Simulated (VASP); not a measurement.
# Cd (Fm-3m) in VASP: settings compared

Aim: see how the results for Cd move with the level of theory and the settings. Levels: PBEsol+D3(BJ), PBE. Tasks: single point.

Program: VASP 6.6.1. These are calculated values, not measurements. Logs are shortened: lines on timing, memory, paths and dates and some standing lists are left out, and cuts for length are marked.

### 1 Starting point

The structure is cubic, space group Fm-3m (No. 225). The conventional cell has a = 4.436 Å, b = 4.436 Å, c = 4.436 Å, α = 90.00°, β = 90.00°, γ = 90.00°. Cd (site symmetry m-3m) is surrounded by 12 Cd at 3.14 Å.

This isn't the form of Cd at room conditions, which is hcp.

### 2 Single point, PBEsol+D3(BJ), spin-orbit coupling, no magnetisation

run.py reads:

```python
from ase.calculators.vasp import Vasp
from ase.dft.bandgap import bandgap
from ase.spacegroup import crystal

atoms = crystal(
    ['Cd'],
    basis=[[0.0, 0.0, 0.0]],
    spacegroup=225,
    setting=1,
    cellpar=[4.4362995, 4.4362995, 4.4362995, 90.0, 90.0, 90.0],
    primitive_cell=True,
)
calc = Vasp(
    directory='calc',
    xc='pbesol',
    pp='PBE',
    setups='recommended',
    prec='Accurate',
    encut=520,
    ediff=1e-06,
    ismear=1,
    sigma=0.2,
    lreal=False,
    lasph=True,
    nelm=100,
    algo='VeryFast',
    isif=2,
    lwave=False,
    lcharg=False,
    lorbit=11,
    lsorbit=True,
    gga_compat=False,
    ivdw=12,
    kpts=[7, 7, 7],
    gamma=True,
)
atoms.calc = calc

print('energy (eV):', atoms.get_potential_energy())
print('free energy (eV):', atoms.get_potential_energy(force_consistent=True))
print('forces (eV/A):')
print(atoms.get_forces())
print('stress (eV/A^3, Voigt):', atoms.get_stress())
print('Fermi level (eV):', calc.get_fermi_level())
gap, top, bottom = bandgap(calc)
print('band gap (eV):', gap, 'from (spin, k, band)', top, 'to', bottom)
```

Potentials or basis: VASP PAW PBE potentials, release 64 (Cd).

Launch:

```bash
$ python run.py
```

Standard output:

```text
energy (eV): -1.6606164399999999
free energy (eV): -1.66034404
forces (eV/A):
[[0. 0. 0.]]
stress (eV/A^3, Voigt): [ 3.54600587e-02  3.54600587e-02  3.54600587e-02 -1.34810356e-07
 -1.35066257e-07 -1.34810356e-07]
Fermi level (eV): 2.52118717
band gap (eV): 0.0 from (spin, k, band) (None, None, None) to (None, None, None)
```

OUTCAR:

```text
ENCUT = 520.000000
   EDIFF = 1.00e-06
   GGA = PS
   PREC = Accurate
   ISIF = 2
   ISMEAR = 1
   LORBIT = 11
   NELM = 100
   IVDW = 12
   LASPH = .TRUE.
   LSORBIT = .TRUE.
   LREAL = .FALSE.
 IVDW          = 12

 ion  position               nearest neighbor table
   1  0.000  0.000  0.000-

  LATTYP: Found a face centered cubic cell.
 ALAT       =     4.4362995000

  Lattice vectors:

 A1 = (   0.0000000000,   2.2181497500,   2.2181497500)
 A2 = (   2.2181497500,   0.0000000000,   2.2181497500)
 A3 = (   2.2181497500,   2.2181497500,   0.0000000000)

Analysis of symmetry for initial positions (statically):
=====================================================================
 Subroutine PRICEL returns:
 Original cell was already a primitive cell.

 Routine SETGRP: Setting up the symmetry group for a
 face centered cubic supercell.

 Subroutine GETGRP returns: Found 48 space group operations
 (whereof 48 operations were pure point group operations)
 out of a pool of 48 trial point group operations.

The static configuration has the point symmetry O_h .

Analysis of symmetry for dynamics (positions and initial velocities):
=====================================================================
 Subroutine PRICEL returns:
 Original cell was already a primitive cell.

 Routine SETGRP: Setting up the symmetry group for a
 face centered cubic supercell.

 Subroutine GETGRP returns: Found 48 space group operations
 (whereof 48 operations were pure point group operations)
 out of a pool of 48 trial point group operations.

The dynamic configuration has the point symmetry O_h .

Analysis of structural, dynamic, and magnetic symmetry:
=====================================================================
 Subroutine PRICEL returns:
 Original cell was already a primitive cell.

 Routine SETGRP: Setting up the symmetry group for a
 face centered cubic supercell.

 Subroutine GETGRP returns: Found  6 space group operations
 (whereof  6 operations were pure point group operations)
 out of a pool of 48 trial point group operations.

The overall configuration has the point symmetry S_6 .

 Subroutine INISYM returns: Found  6 space group operations
 (whereof  6 operations are pure point group operations),
 and found     1 'primitive' translations

----------------------------------------------------------------------------------------

                                     Primitive cell

  volume of cell :      21.8274

  direct lattice vectors                    reciprocal lattice vectors
     0.000000000  2.218149750  2.218149750    -0.225413095  0.225413095  0.225413095
     2.218149750  0.000000000  2.218149750     0.225413095 -0.225413095  0.225413095
     2.218149750  2.218149750  0.000000000     0.225413095  0.225413095 -0.225413095

  length of vectors
     3.136937460  3.136937460  3.136937460     0.390426933  0.390426933  0.390426933

  position of ions in fractional coordinates (direct lattice)
     0.000000000  0.000000000  0.000000000

  ion indices of the primitive-cell ions
   primitive index   ion index
                 1           1

----------------------------------------------------------------------------------------

 KPOINTS: KPOINTS created by Atomic Simulation Env

Automatic generation of k-mesh.
 Grid dimensions read from file:
 generate k-points for:    7    7    7

 Generating k-lattice:

  Cartesian coordinates                     Fractional coordinates (reciprocal lattice)
    -0.032201871  0.032201871  0.032201871     0.142857143  0.000000000  0.000000000
     0.032201871 -0.032201871  0.032201871     0.000000000  0.142857143  0.000000000
     0.032201871  0.032201871 -0.032201871     0.000000000  0.000000000  0.142857143

  Length of vectors
[... 38 lines left out ...]
   number of dos      NEDOS =    301   number of ions     NIONS =      1
   total plane-waves  NPLWV =  13824
   dimension x,y,z NGX =    24 NGY =   24 NGZ =   24
   dimension x,y,z NGXF=    48 NGYF=   48 NGZF=   48
   ions per type =               1
   NGX,Y,Z   is equivalent  to a cutoff of  12.72, 12.72, 12.72 a.u.
   NGXF,Y,Z  is equivalent  to a cutoff of  25.44, 25.44, 25.44 a.u.
 SYSTEM =  unknown system
   PREC   = accura    normal or accurate (medium, high low for compatibility)
   ISTART =      0    job   : 0-new  1-cont  2-samecut
   ICHARG =      2    charge: 1-file 2-atom 10-const
   ISPIN  =      1    spin polarized calculation?
   LNONCOLLINEAR =      T non collinear calculations
   LSORBIT =      T    spin-orbit coupling
   LASPH  =      T    aspherical Exc in radial PAW
   ENCUT  =  520.0 eV  38.22 Ry    6.18 a.u.   5.83  5.83  5.83*2*pi/ulx,y,z
   NELM   =    100;   NELMIN=  2; NELMDL=-12     # of ELM steps
   EDIFF  = 0.1E-05   stopping-criterion for ELM
   LREAL  =      F    real-space projection
   EDIFFG = 0.1E-04   stopping-criterion for IOM
   NSW    =      0    number of steps for IOM
   IBRION =     -1    ionic relax: 0-MD 1-quasi-New 2-CG
   NFREE  =      0    steps in history (QN), initial steepest desc. (CG)
   ISIF   =      2    stress and relaxation
   ISYM   =      2    0-nonsym 1-usesym 2-fastsym
   POTIM  = 0.5000    time-step for ionic-motion
   TEBEG  =    0.0;   TEEND  =   0.0 temperature during run
   PSTRESS=    0.0 pullay stress
   NELECT =      12.0000    total number of electrons
   NUPDOWN=      -1.0000    fix difference up-down
   EMIN   =  10.00;   EMAX   =-10.00  energy-range for DOS
   EFERMI =   0.00;   METHOD = LEGACY
   ISMEAR =     1;   SIGMA  =   0.20  broadening in eV -4-tet -1-fermi 0-gaus
   EFERMI_NEDOS =   21; number of points for ismear=-14 and -15
   IALGO  =     48    algorithm
   IMIX   =      4    mixing-type and parameters
     AMIX     =   0.40;   BMIX     =  1.00
     AMIX_MAG =   1.60;   BMIX_MAG =  1.00
  volume/ion in A,a.u.               =      21.83       147.30
  Fermi-wavevector in a.u.,A,eV,Ry     =   1.341120  2.534350 24.471486  1.798604
  Thomas-Fermi vector in A             =   2.469379
   LORBIT       =     11    0 simple, 1 ext, 2 COOP (PROOUT), +10 PAW based schemes
   GGA     = PS    functional components
   LHFCALC =     F    Hartree Fock is set to
   AEXX    =    0.0000 exact exchange contribution
   IVDW    =    12    specifies the selected vdW correction
   LEPSILON=     F    determine dielectric tensor
   LRPA    =     F    only Hartree local field effects (RPA)
 RMM-DIIS sequential band-by-band
 Methfessel and Paxton  Order N= 1 SIGMA  =   0.20
  energy-cutoff  :      520.00
  volume of cell :       21.83
 maximum number of plane-waves:      1218
   NGX = 11   NGY = 11   NGZ = 11

 number of electron      12.0000003 magnetization       0.0000019      0.0000019      0.0000019

 number of electron      12.0000003 magnetization      -0.0000173     -0.0000173     -0.0000173

 Free energy of the ion-electron system (eV)
  ---------------------------------------------------
  ext. energy  EPLUGINS =         0.00000000
  ---------------------------------------------------
  free energy    TOTEN  =        -1.25030685 eV

  energy without entropy =       -1.25112406  energy(sigma->0) =       -1.25057925

 E-fermi :   2.5212     XC(G=0): -11.1655

 val. band max:        2.3524453852   @ k =  -0.4286   0.4286   0.0000
 cond. band min:       2.9116605083   @ k =   0.4286   0.0000   0.0000
 fundamental gap:      0.5592151231
 Fermi energy:         2.5211871712

 k-point     1 :       0.0000    0.0000    0.0000
  band No.  band energies     occupation
      1      -6.7149      1.00000
      2      -6.7149      1.00000
      3      -6.7149      1.00000
      4      -6.7149      1.00000
      5      -6.1701      1.00000
      6      -6.1701      1.00000
[... 589 lines left out ...]
     21      20.2199      0.00000
     22      20.3900      0.00000

 [... further k-points ...]

------------------------ aborting loop because EDIFF is reached ----------------------------------------

 Edisp (eV)   -0.41004

 E8    (eV) :    -0.2744

  FORCE on cell =-STRESS in cart. coord.  units (eV):
  Direction    XX          YY          ZZ          XY          YZ          ZX
  --------------------------------------------------------------------------------------
  -------------------------------------------------------------------------------------
  Total      -0.77400    -0.77400    -0.77400     0.00000     0.00000     0.00000
  in kB     -56.81328   -56.81328   -56.81328     0.00022     0.00022     0.00022
  external pressure =      -56.81 kB  Pullay stress =        0.00 kB

 VOLUME and BASIS-vectors are now :
 -----------------------------------------------------------------------------
  energy-cutoff  :      520.00
  volume of cell :       21.83
      direct lattice vectors                 reciprocal lattice vectors
     0.000000000  2.218149750  2.218149750    -0.225413095  0.225413095  0.225413095
     2.218149750  0.000000000  2.218149750     0.225413095 -0.225413095  0.225413095
     2.218149750  2.218149750  0.000000000     0.225413095  0.225413095 -0.225413095

 POSITION                                       TOTAL-FORCE (eV/Angst)
 -----------------------------------------------------------------------------------
      0.00000      0.00000      0.00000         0.000000      0.000000      0.000000
 -----------------------------------------------------------------------------------
    total drift:                                0.000000      0.000000     -0.000000

  FREE ENERGIE OF THE ION-ELECTRON SYSTEM (eV)
  ---------------------------------------------------
  free  energy   TOTEN  =        -1.6603440367 eV

  energy  without entropy=       -1.6611612445  energy(sigma->0) =       -1.66061644

 Spin-Orbit-Coupling matrix elements

 Ion:    1  E_soc:     -0.0587975
 l=   1
     0.0000000    -0.0025968    -0.0025968
    -0.0025968     0.0000000    -0.0025968
    -0.0025968    -0.0025968     0.0000000
 l=   2
     0.0000000    -0.0014281     0.0000000    -0.0014281    -0.0057747
    -0.0014281     0.0000000    -0.0043310    -0.0014281    -0.0014437
     0.0000000    -0.0043310     0.0000000    -0.0043310     0.0000000
    -0.0014281    -0.0014281    -0.0043310     0.0000000    -0.0014437
    -0.0057747    -0.0014437     0.0000000    -0.0014437     0.0000000
 l=   3
     0.0000000     0.0000000     0.0000000     0.0000000     0.0000000     0.0000000     0.0000000
     0.0000000     0.0000000     0.0000000     0.0000000     0.0000000     0.0000000     0.0000000
     0.0000000     0.0000000     0.0000000     0.0000000     0.0000000     0.0000000     0.0000000
     0.0000000     0.0000000     0.0000000     0.0000000     0.0000000     0.0000000     0.0000000
     0.0000000     0.0000000     0.0000000     0.0000000     0.0000000     0.0000000     0.0000000
     0.0000000     0.0000000     0.0000000     0.0000000     0.0000000     0.0000000     0.0000000
     0.0000000     0.0000000     0.0000000     0.0000000     0.0000000     0.0000000     0.0000000

 total charge

# of ion       s       p       d       tot
------------------------------------------
    1        0.527   0.287   9.484  10.299

 magnetization (x)

# of ion       s       p       d       tot
------------------------------------------
    1        0.000  -0.000   0.000  -0.000

 magnetization (y)

# of ion       s       p       d       tot
------------------------------------------
    1        0.000  -0.000   0.000  -0.000

 magnetization (z)

# of ion       s       p       d       tot
------------------------------------------
    1        0.000  -0.000   0.000  -0.000
```

INCAR:

```text
ENCUT = 520.000000
SIGMA = 0.200000
EDIFF = 1.00e-06
ALGO = VeryFast
GGA = PS
PREC = Accurate
ISIF = 2
ISMEAR = 1
LORBIT = 11
NELM = 100
IVDW = 12
LASPH = .TRUE.
LCHARG = .FALSE.
LWAVE = .FALSE.
LSORBIT = .TRUE.
GGA_COMPAT = .FALSE.
LREAL = .FALSE.
```

It took 84 s on 1 thread of Intel Xeon Platinum 8259CL at 2.50GHz (Skylake/Cascade Lake), shared host; peak memory 0.22 GiB.

What came out:

* Free energy: -1.6603 eV
* Pressure: -5.7 GPa
* Valence electrons inside the program's atomic spheres: Cd 10.30
* Dispersion energy per atom: -0.410 eV

Caveat: the PAW data sets were made with another functional, which shifts forces and pressure a little.

(Continued in part 2 of 2.)
